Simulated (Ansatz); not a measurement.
One structure, 3 elements: ZnSe, CdSe, HgSe

Plane-wave DFT in Ansatz with scalar-relativistic PAW potentials, cutoff 420 eV, Γ-centred meshes chosen by cell and gap, Gaussian smearing with energies taken to zero width. Every cell was relaxed (cell and atoms) in a run of its own, within the symmetry of its start. Functional: PBEsol.

All members share space group F-43m and the same sites; only the element on one set of sites changes (Zn, Cd, Hg). Members needn't be the stable form of their composition. Energies over the elements, where given, are against the elements' standard states in the same functional (H₂, N₂, O₂ and halogens uncorrected, Hg as a solid). The first member:

Space group F-43m (No. 216). a = 5.633 Å, b = 5.633 Å, c = 5.633 Å, α = 90.00°, β = 90.00°, γ = 90.00°
```tsv
atom	site	symmetry	x	y	z
Zn	4a	-43m	0.0000	0.0000	0.0000
Se	4d	-43m	0.2500	0.2500	0.7500
```

| compound | V (Å³/atom) | a (Å) | gap on mesh (eV) | energy over elements (eV/atom) |
| --- | --- | --- | --- | --- |
| ZnSe | 22.35 | 5.633 | 1.24 | -0.671 |
| HgSe | 28.85 | 6.134 | 0.00 | -0.206 |

Problem. Predict the member with Cd.

Solution. V (Å³/atom) 28.13, a (Å) 6.083, gap on mesh (eV) 0.48, energy over elements (eV/atom) -0.573. Interpolating linearly in period between Zn and Hg would give 25.60 Å³/atom (9.0 % too small), with -0.439 eV/atom over the elements. Over the whole series the volume grows at each step down the group; a gap opens only for Zn, Cd (gaps under about 0.1 eV aren't resolved; a zero can be real, or an error of the semilocal functional, which closes small gaps); binding against the elements weakens. Hg is hardly larger than Cd here (28.85 against 28.13 Å³/atom), as one expects from the lanthanide contraction and relativistic shrinking of 6s.

Spin-orbit coupling is left out, which matters for the bands of heavy elements.